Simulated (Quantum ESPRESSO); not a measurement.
# PtS2 (P-3m1) in Quantum ESPRESSO: notebook

One crystal, PtS2, is run at these levels: LDA, r2SCAN; tasks: band structure, single point, equation of state.

Program: Quantum ESPRESSO 7.5. These are calculated values, not measurements. Logs are shortened: lines on timing, memory, paths and dates and some standing lists are left out, and cuts for length are marked.

### Step 1. Starting point

It takes space group P-3m1 (No. 164, trigonal). The conventional cell has a = 3.543 Å, b = 3.543 Å, c = 5.039 Å, α = 90.00°, β = 90.00°, γ = 120.00°. Pt (site symmetry -3m) is surrounded by 6 S at 2.34 Å. Around S (site symmetry 3m) lie 3 Pt at 2.34 Å.

### Step 2. Band structure, LDA

Input file pw.in:

```
&CONTROL
  calculation = 'scf'
  prefix = 'pwscf'
  outdir = './tmp'
  pseudo_dir = './pseudo'
  tprnfor = .true.
  tstress = .true.
  disk_io = 'low'
/
&SYSTEM
  ibrav = 0
  celldm(1) = 8
  nat = 3
  ntyp = 2
  ecutwfc = 45
  ecutrho = 360
  nbnd = 21
  occupations = 'smearing'
  smearing = 'fd'
  degauss = 0.00367493
/
&ELECTRONS
  conv_thr = 6d-10
  electron_maxstep = 120
  mixing_beta = 0.5
/
ATOMIC_SPECIES
Pt   195.0840 pt_lda_v1.4.uspp.F.UPF
S     32.0600 s_lda_v1.4.uspp.F.UPF
CELL_PARAMETERS alat
  0.8369597005968   0.0000000000000   0.0000000000000
 -0.4184798502984   0.7248283626632   0.0000000000000
  0.0000000000000   0.0000000000000   1.1902439995955
ATOMIC_POSITIONS crystal
Pt     0.0000000000    0.0000000000    0.0000000000
S      0.6666666667    0.3333333333    0.7730000000
S      0.3333333333    0.6666666667    0.2270000000
K_POINTS automatic
9 9 5 0 0 0
```

Input file bands.in:

```
&CONTROL
  calculation = 'bands'
  prefix = 'pwscf'
  outdir = './tmp'
  pseudo_dir = './pseudo'
  disk_io = 'low'
  verbosity = 'high'
/
&SYSTEM
  ibrav = 0
  celldm(1) = 8
  nat = 3
  ntyp = 2
  ecutwfc = 45
  ecutrho = 360
  nbnd = 21
  occupations = 'smearing'
  smearing = 'fd'
  degauss = 0.00367493
/
&ELECTRONS
  conv_thr = 1d-08
  electron_maxstep = 120
  mixing_beta = 0.5
  diago_full_acc = .true.
  startingwfc = 'random'
/
ATOMIC_SPECIES
Pt   195.0840 pt_lda_v1.4.uspp.F.UPF
S     32.0600 s_lda_v1.4.uspp.F.UPF
CELL_PARAMETERS alat
  0.8369597005968   0.0000000000000   0.0000000000000
 -0.4184798502984   0.7248283626632   0.0000000000000
  0.0000000000000   0.0000000000000   1.1902439995955
ATOMIC_POSITIONS crystal
Pt     0.0000000000    0.0000000000    0.0000000000
S      0.6666666667    0.3333333333    0.7730000000
S      0.3333333333    0.6666666667    0.2270000000
K_POINTS crystal
60
 0.0000000000  0.0000000000  0.0000000000 1
 0.0714285714  0.0000000000  0.0000000000 1
 0.1428571429  0.0000000000  0.0000000000 1
 0.2142857143  0.0000000000  0.0000000000 1
 0.2857142857  0.0000000000  0.0000000000 1
 0.3571428571  0.0000000000  0.0000000000 1
 0.4285714286  0.0000000000  0.0000000000 1
 0.5000000000  0.0000000000  0.0000000000 1
 0.4583333333  0.0833333333  0.0000000000 1
 0.4166666667  0.1666666667  0.0000000000 1
 0.3750000000  0.2500000000  0.0000000000 1
 0.3333333333  0.3333333333  0.0000000000 1
 0.2962962963  0.2962962963  0.0000000000 1
 0.2592592593  0.2592592593  0.0000000000 1
 0.2222222222  0.2222222222  0.0000000000 1
 0.1851851852  0.1851851852  0.0000000000 1
 0.1481481481  0.1481481481  0.0000000000 1
 0.1111111111  0.1111111111  0.0000000000 1
 0.0740740741  0.0740740741  0.0000000000 1
 0.0370370370  0.0370370370  0.0000000000 1
 0.0000000000  0.0000000000  0.0000000000 1
 0.0000000000  0.0000000000  0.1250000000 1
 0.0000000000  0.0000000000  0.2500000000 1
 0.0000000000  0.0000000000  0.3750000000 1
 0.0000000000  0.0000000000  0.5000000000 1
 0.0625000000  0.0000000000  0.5000000000 1
 0.1250000000  0.0000000000  0.5000000000 1
 0.1875000000  0.0000000000  0.5000000000 1
 0.2500000000  0.0000000000  0.5000000000 1
 0.3125000000  0.0000000000  0.5000000000 1
 0.3750000000  0.0000000000  0.5000000000 1
 0.4375000000  0.0000000000  0.5000000000 1
 0.5000000000  0.0000000000  0.5000000000 1
 0.4583333333  0.0833333333  0.5000000000 1
 0.4166666667  0.1666666667  0.5000000000 1
 0.3750000000  0.2500000000  0.5000000000 1
 0.3333333333  0.3333333333  0.5000000000 1
 0.3030303030  0.3030303030  0.5000000000 1
 0.2727272727  0.2727272727  0.5000000000 1
 0.2424242424  0.2424242424  0.5000000000 1
 0.2121212121  0.2121212121  0.5000000000 1
 0.1818181818  0.1818181818  0.5000000000 1
 0.1515151515  0.1515151515  0.5000000000 1
 0.1212121212  0.1212121212  0.5000000000 1
 0.0909090909  0.0909090909  0.5000000000 1
 0.0606060606  0.0606060606  0.5000000000 1
 0.0303030303  0.0303030303  0.5000000000 1
 0.0000000000  0.0000000000  0.5000000000 1
 0.5000000000  0.0000000000  0.5000000000 1
 0.5000000000  0.0000000000  0.4000000000 1
 0.5000000000  0.0000000000  0.3000000000 1
 0.5000000000  0.0000000000  0.2000000000 1
 0.5000000000  0.0000000000  0.1000000000 1
 0.5000000000  0.0000000000  0.0000000000 1
 0.3333333333  0.3333333333  0.0000000000 1
 0.3333333333  0.3333333333  0.1000000000 1
 0.3333333333  0.3333333333  0.2000000000 1
 0.3333333333  0.3333333333  0.3000000000 1
 0.3333333333  0.3333333333  0.4000000000 1
 0.3333333333  0.3333333333  0.5000000000 1
```

Potentials or basis: GBRV 1.5 LDA.

Run with:

```sh
> OMP_NUM_THREADS=1 mpirun -n 2 pw.x -nk 2 -in pw.in > pw.out
> OMP_NUM_THREADS=1 mpirun -n 2 pw.x -nk 2 -in bands.in > bands.out
```

pw.out:

```text
This program is part of the open-source Quantum ESPRESSO suite
     for quantum simulation of materials; please cite
         "P. Giannozzi et al., J. Phys.:Condens. Matter 21 395502 (2009);
         "P. Giannozzi et al., J. Phys.:Condens. Matter 29 465901 (2017);
         "P. Giannozzi et al., J. Chem. Phys. 152 154105 (2020);
     in publications or presentations arising from this work. More details at

     Message from routine setup:
     using ibrav=0 with symmetry is DISCOURAGED, use correct ibrav instead

     K-points division:     npool     =       2
     Subspace diagonalization in iterative solution of the eigenvalue problem:
     a serial algorithm will be used

     G-vector sticks info
     --------------------
     sticks:   dense  smooth     PW     G-vecs:    dense   smooth      PW
     Sum        1111     559    163                42615    15071    2561

     Using Slab Decomposition

     bravais-lattice index     =            0
     lattice parameter (alat)  =       8.0000  a.u.
     unit-cell volume          =     369.6968 (a.u.)^3
     number of atoms/cell      =            3
     number of atomic types    =            2
     number of electrons       =        28.00
     number of Kohn-Sham states=           21
     kinetic-energy cutoff     =      45.0000  Ry
     charge density cutoff     =     360.0000  Ry
     scf convergence threshold =      6.0E-10
     mixing beta               =       0.5000
     number of iterations used =            8  plain     mixing
     Exchange-correlation=  SLA  PZ   NOGX NOGC
                           (   1   1   0   0   0   0   0)

     celldm(1)=   8.000000  celldm(2)=   0.000000  celldm(3)=   0.000000
     celldm(4)=   0.000000  celldm(5)=   0.000000  celldm(6)=   0.000000

     crystal axes: (cart. coord. in units of alat)
               a(1) = (   0.836960   0.000000   0.000000 )
               a(2) = (  -0.418480   0.724828   0.000000 )
               a(3) = (   0.000000   0.000000   1.190244 )

     reciprocal axes: (cart. coord. in units 2 pi/alat)
               b(1) = (  1.194801  0.689818 -0.000000 )
               b(2) = (  0.000000  1.379637  0.000000 )
               b(3) = (  0.000000 -0.000000  0.840164 )

     PseudoPot. # 1 for Pt read from file:
     pt_lda_v1.4.uspp.F.UPF
     Pseudo is Ultrasoft + core correction, Zval = 16.0
     Generated by new atomic code, or converted to UPF format
     Using radial grid of  985 points,  6 beta functions with:
                l(1) =   0
                l(2) =   0
                l(3) =   1
                l(4) =   1
                l(5) =   2
                l(6) =   2
     Q(r) pseudized with  8 coefficients,  rinner =    1.300   1.300   1.300
                                                       1.300   1.300

     PseudoPot. # 2 for S  read from file:
     s_lda_v1.4.uspp.F.UPF
     Pseudo is Ultrasoft + core correction, Zval =  6.0
     Generated by new atomic code, or converted to UPF format
     Using radial grid of  907 points,  6 beta functions with:
                l(1) =   0
                l(2) =   0
                l(3) =   1
                l(4) =   1
                l(5) =   2
                l(6) =   2
     Q(r) pseudized with  8 coefficients,  rinner =    1.300   1.300   1.300
                                                       1.300   1.300

     atomic species   valence    mass     pseudopotential
     Pt               16.00   195.08400     Pt( 1.00)
     S                 6.00    32.06000     S ( 1.00)

     12 Sym. Ops., with inversion, found

   Cartesian axes

     site n.     atom                  positions (alat units)
         1        Pt     tau(   1) = (   0.0000000   0.0000000   0.0000000  )
         2        S      tau(   2) = (   0.4184799   0.2416095   0.9200586  )
         3        S      tau(   3) = (  -0.0000000   0.4832189   0.2701854  )

     number of k points=    50  Fermi-Dirac smearing, width (Ry)=  0.0037
                       cart. coord. in units 2pi/alat
        k(    1) = (   0.0000000   0.0000000   0.0000000), wk =   0.0049383
        k(    2) = (   0.0000000   0.0000000   0.1680328), wk =   0.0098765
        k(    3) = (   0.0000000   0.0000000   0.3360655), wk =   0.0098765
        k(    4) = (   0.0000000   0.1532930   0.0000000), wk =   0.0296296
        k(    5) = (   0.0000000   0.1532930   0.1680328), wk =   0.0296296
        k(    6) = (   0.0000000   0.1532930   0.3360655), wk =   0.0296296
[... 42 lines left out ...]
        k(   49) = (  -0.2655113   0.6131720  -0.1680328), wk =   0.0592593
        k(   50) = (  -0.2655113   0.6131720  -0.3360655), wk =   0.0592593

     Dense  grid:    42615 G-vectors     FFT dimensions: (  45,  45,  60)

     Smooth grid:    15071 G-vectors     FFT dimensions: (  30,  30,  45)

     Check: negative core charge=   -0.000001

     Initial potential from superposition of free atoms

     starting charge      27.4999, renormalised to      28.0000

     negative rho (up, down):  1.795E-01 0.000E+00
     Starting wfcs are   20 randomized atomic wfcs +    1 random wfcs

     Self-consistent Calculation

     iteration #  1     ecut=    45.00 Ry     beta= 0.50
     Davidson diagonalization with overlap
     ethr =  1.00E-02,  avg # of iterations =  5.8

     negative rho (up, down):  1.658E-01 0.000E+00

     total energy              =    -258.04955387 Ry
     estimated scf accuracy    <       2.18596637 Ry

     iteration #  2     ecut=    45.00 Ry     beta= 0.50
     Davidson diagonalization with overlap
     ethr =  7.81E-03,  avg # of iterations =  2.0

     negative rho (up, down):  1.703E-01 0.000E+00

     total energy              =    -258.71767195 Ry
     estimated scf accuracy    <       2.44671746 Ry
[... 16 lines left out ...]
     total energy              =    -259.07560717 Ry
     estimated scf accuracy    <       0.00642493 Ry

     iteration #  5     ecut=    45.00 Ry     beta= 0.50
     Davidson diagonalization with overlap
     ethr =  2.29E-05,  avg # of iterations =  2.9

     negative rho (up, down):  1.683E-01 0.000E+00

     total energy              =    -259.07693956 Ry
     estimated scf accuracy    <       0.00059380 Ry

     iteration #  6     ecut=    45.00 Ry     beta= 0.50
     Davidson diagonalization with overlap
     c_bands:  1 eigenvalues not converged
     ethr =  2.12E-06,  avg # of iterations =  5.6

     negative rho (up, down):  1.683E-01 0.000E+00

     total energy              =    -259.07711172 Ry
     estimated scf accuracy    <       0.00001094 Ry

     iteration #  7     ecut=    45.00 Ry     beta= 0.50
     Davidson diagonalization with overlap
     ethr =  3.91E-08,  avg # of iterations =  4.7

     negative rho (up, down):  1.683E-01 0.000E+00

     total energy              =    -259.07712289 Ry
     estimated scf accuracy    <       0.00000021 Ry

     iteration #  8     ecut=    45.00 Ry     beta= 0.50
     Davidson diagonalization with overlap
     ethr =  7.38E-10,  avg # of iterations =  5.2
[... 15 lines left out ...]
     iteration # 10     ecut=    45.00 Ry     beta= 0.50
     Davidson diagonalization with overlap
     ethr =  1.23E-11,  avg # of iterations =  4.2

     negative rho (up, down):  1.683E-01 0.000E+00

     total energy              =    -259.07712313 Ry
     estimated scf accuracy    <          2.1E-09 Ry

     iteration # 11     ecut=    45.00 Ry     beta= 0.50
     Davidson diagonalization with overlap
     ethr =  7.55E-12,  avg # of iterations =  1.6

     negative rho (up, down):  1.683E-01 0.000E+00

     End of self-consistent calculation

          k = 0.0000 0.0000 0.0000 (  1875 PWs)   bands (ev):

   -43.3916 -43.3916 -43.2166  -5.0646  -1.7533   3.4146   3.4146   3.5428
     6.4847   6.4847   8.6925   9.3675   9.3675  10.3741  12.9294  12.9294
    15.1120  15.9831  18.2355  18.2355  22.2595

          k = 0.0000 0.0000 0.1680 (  1892 PWs)   bands (ev):

   -43.3916 -43.3916 -43.2166  -4.9781  -2.0024   3.4213   3.4213   3.9512
     6.4764   6.4764   8.5376   9.3003   9.3003  10.0341  13.0893  13.0893
    15.2256  16.6189  18.1482  18.1482  21.3287

          k = 0.0000 0.0000 0.3361 (  1874 PWs)   bands (ev):

   -43.3916 -43.3916 -43.2166  -4.8139  -2.3970   3.4324   3.4324   4.7007
     6.4636   6.4636   8.0622   9.1966   9.1966   9.6447  13.3630  13.3630
    15.6874  17.4953  17.9610  17.9610  19.9631
[... 271 lines left out ...]
          k =-0.2655 0.6132-0.1680 (  1890 PWs)   bands (ev):

   -43.4117 -43.4031 -43.2134  -2.8611  -2.7342   3.3779   4.0999   4.6304
     5.6934   6.0010   7.0491   7.4499   8.4507   9.1225  11.8415  12.3044
    16.3667  18.0396  18.8568  19.3355  20.6732

          k =-0.2655 0.6132-0.3361 (  1901 PWs)   bands (ev):

   -43.4117 -43.4031 -43.2135  -2.8432  -2.7242   3.3115   3.9666   4.7316
     5.6995   6.0515   7.0616   7.2963   8.5738   8.7891  12.2356  12.8377
    16.7764  17.5102  18.9539  19.2419  20.1993

     the Fermi energy is    10.9497 ev

!    total energy              =    -259.07712313 Ry
     estimated scf accuracy    <          2.5E-11 Ry
     smearing contrib. (-TS)   =      -0.00000081 Ry
     internal energy E=F+TS    =    -259.07712232 Ry

     The total energy is F=E-TS. E is the sum of the following terms:
     one-electron contribution =     -98.63207735 Ry
     hartree contribution      =      64.11626215 Ry
     xc contribution           =     -73.68243929 Ry
     ewald contribution        =    -150.87886783 Ry

     convergence has been achieved in  11 iterations

     negative rho (up, down):  1.683E-01 0.000E+00

     Forces acting on atoms (cartesian axes, Ry/au):

     atom    1 type  1   force =     0.00000000   -0.00000000    0.00000000
     atom    2 type  2   force =     0.00000000    0.00000000   -0.03149179
     atom    3 type  2   force =     0.00000000    0.00000000    0.03149179

     Total force =     0.044536     Total SCF correction =     0.000008

     Computing stress (Cartesian axis) and pressure

     negative rho (up, down):  1.683E-01 0.000E+00
          total   stress  (Ry/bohr**3)                   (kbar)     P=       33.59
   0.00023613   0.00000000   0.00000000           34.74        0.00        0.00
   0.00000000   0.00023613   0.00000000            0.00       34.74        0.00
   0.00000000   0.00000000   0.00021280            0.00        0.00       31.30

=------------------------------------------------------------------------------=
   JOB DONE.
=------------------------------------------------------------------------------=
```

It took 59 s on 2 MPI ranks of Arm Neoverse V1, shared host; peak memory 0.28 GiB.

What came out:

```
Free energy             : -3524.9238 eV
Pressure                : 3.4 GPa
Largest force           : 0.810 eV/Å
Band gap on the k mesh  : 0.90 eV, indirect (least direct gap 0.95 eV)
Band gap along the path : 0.92 eV, indirect (least direct gap 1.45 eV)
```

Forces on the atoms (eV/Å):
```
Pt   0.000  0.000  0.000
S    0.000  0.000 -0.810
S    0.000  0.000  0.810
```

Levels at the corners of the path, in eV from the valence-band top:
| point | band 10 | band 11 | band 12 | band 13 | band 14 | band 15 | band 16 | band 17 | band 18 | band 19 |
| --- | --- | --- | --- | --- | --- | --- | --- | --- | --- | --- |
| Γ | -4.00 | -1.80 | -1.12 | -1.12 | -0.11 | 2.44 | 2.44 | 4.62 | 5.50 | 7.75 |
| M | -3.41 | -3.33 | -3.25 | -3.02 | -2.35 | 1.72 | 2.83 | 5.38 | 6.33 | 8.08 |
| K | -4.59 | -3.69 | -2.70 | -1.48 | -1.48 | 0.96 | 0.96 | 5.52 | 7.85 | 9.12 |
| Γ | -4.00 | -1.80 | -1.12 | -1.12 | -0.11 | 2.44 | 2.44 | 4.62 | 5.50 | 7.75 |
| A | -4.03 | -2.55 | -1.31 | -1.31 | -0.89 | 2.92 | 2.92 | 5.31 | 7.15 | 7.43 |
| L | -3.34 | -3.28 | -3.09 | -2.74 | -1.34 | 2.06 | 2.31 | 5.23 | 5.32 | 7.63 |
| H | -4.40 | -3.61 | -3.56 | -1.88 | -1.88 | 2.20 | 2.20 | 7.14 | 7.65 | 7.94 |
| A | -4.03 | -2.55 | -1.31 | -1.31 | -0.89 | 2.92 | 2.92 | 5.31 | 7.15 | 7.43 |
| L | -3.34 | -3.28 | -3.09 | -2.74 | -1.34 | 2.06 | 2.31 | 5.23 | 5.32 | 7.63 |
| M | -3.41 | -3.33 | -3.25 | -3.02 | -2.35 | 1.72 | 2.83 | 5.38 | 6.33 | 8.08 |
| K | -4.59 | -3.69 | -2.70 | -1.48 | -1.48 | 0.96 | 0.96 | 5.52 | 7.85 | 9.12 |
| H | -4.40 | -3.61 | -3.56 | -1.88 | -1.88 | 2.20 | 2.20 | 7.14 | 7.65 | 7.94 |

Caveat: spin-orbit coupling is left out, which moves the levels of the heavy elements. Expect the measured gap to be larger: semilocal functionals such as LDA lack the derivative discontinuity.

### Step 3. Band structure, r2SCAN

Edit pw.in of step 2 so:

```diff
@@ -14,5 +14,5 @@
   ntyp = 2
-  ecutwfc = 45
-  ecutrho = 360
-  nbnd = 21
+  ecutwfc = 70
+  nbnd = 22
+  input_dft = 'r2scan'
   occupations = 'smearing'
@@ -20,5 +20,6 @@
   degauss = 0.00367493
+  nosym = .true.
 /
 &ELECTRONS
-  conv_thr = 6d-10
+  conv_thr = 1d-08
   electron_maxstep = 120
@@ -27,4 +28,4 @@
 ATOMIC_SPECIES
-Pt   195.0840 pt_lda_v1.4.uspp.F.UPF
-S     32.0600 s_lda_v1.4.uspp.F.UPF
+Pt   195.0840 Pt_ONCV_PBE-1.2.upf
+S     32.0600 S_ONCV_PBE-1.2.upf
 CELL_PARAMETERS alat
@@ -38,2 +39,2 @@
 K_POINTS automatic
-9 9 5 0 0 0
+7 7 4 0 0 0
```

Edit bands.in of step 2 so:

```diff
@@ -13,5 +13,5 @@
   ntyp = 2
-  ecutwfc = 45
-  ecutrho = 360
-  nbnd = 21
+  ecutwfc = 70
+  nbnd = 22
+  input_dft = 'r2scan'
   occupations = 'smearing'
@@ -19,2 +19,3 @@
   degauss = 0.00367493
+  nosym = .true.
 /
@@ -28,4 +29,4 @@
 ATOMIC_SPECIES
-Pt   195.0840 pt_lda_v1.4.uspp.F.UPF
-S     32.0600 s_lda_v1.4.uspp.F.UPF
+Pt   195.0840 Pt_ONCV_PBE-1.2.upf
+S     32.0600 S_ONCV_PBE-1.2.upf
 CELL_PARAMETERS alat
```

Potentials or basis: SG15 PBE 1.2.

Run with:

```sh
> OMP_NUM_THREADS=1 mpirun -n 2 pw.x -nk 2 -in pw.in > pw.out
> OMP_NUM_THREADS=1 mpirun -n 2 pw.x -nk 2 -in bands.in > bands.out
```

Wall time 6.1 min (2 MPI ranks of Arm Neoverse V1, shared host); peak memory 0.28 GiB.

It converged, with:

```yaml
Free_energy: -3858.8470 eV
Pressure: 9.3 GPa
Largest_force: 1.235 eV/Å
Band_gap_on_the_k_mesh: 1.03 eV, indirect (least direct gap 1.22 eV)
Band_gap_along_the_path: 1.21 eV, indirect (least direct gap 1.74 eV)
```

Forces in eV/Å, atoms in the order of the input:
```
Pt   0.000  0.000  0.000
S    0.000  0.000 -1.235
S    0.000  0.000  1.235
```

Stress tensor (GPa, compression positive):
```
9.20 0.00 0.00
0.00 9.20 0.00
0.00 0.00 9.56
```

Levels at the corners of the path, in eV from the valence-band top:
| point | band 12 | band 13 | band 14 | band 15 | band 16 | band 17 | band 18 | band 19 |
| --- | --- | --- | --- | --- | --- | --- | --- | --- |
| Γ | -1.83 | -1.19 | -1.19 | -0.08 | 2.72 | 2.72 | 5.29 | 6.24 |
| M | -3.44 | -3.33 | -3.06 | -2.37 | 2.02 | 3.11 | 5.92 | 7.10 |
| K | -3.78 | -2.79 | -1.52 | -1.52 | 1.28 | 1.28 | 6.09 | 8.60 |
| Γ | -1.83 | -1.19 | -1.19 | -0.08 | 2.72 | 2.72 | 5.29 | 6.24 |
| A | -2.53 | -1.38 | -1.38 | -0.90 | 3.20 | 3.20 | 6.00 | 7.85 |
| L | -3.36 | -3.20 | -2.77 | -1.39 | 2.34 | 2.60 | 5.80 | 6.04 |
| H | -3.67 | -3.66 | -1.93 | -1.93 | 2.47 | 2.47 | 7.70 | 8.46 |
| A | -2.53 | -1.38 | -1.38 | -0.90 | 3.20 | 3.20 | 6.00 | 7.85 |
| L | -3.36 | -3.20 | -2.77 | -1.39 | 2.34 | 2.60 | 5.80 | 6.04 |
| M | -3.44 | -3.33 | -3.06 | -2.37 | 2.02 | 3.11 | 5.92 | 7.10 |
| K | -3.78 | -2.79 | -1.52 | -1.52 | 1.28 | 1.28 | 6.09 | 8.60 |
| H | -3.67 | -3.66 | -1.93 | -1.93 | 2.47 | 2.47 | 7.70 | 8.46 |

Caveat: the potentials were made for another functional, which shifts forces and pressure; spin-orbit coupling is left out, which moves the levels of the heavy elements. r2SCAN opens gaps a little over a GGA but as a rule still falls short of measured ones.

(Part 1 of 2 ends here.)
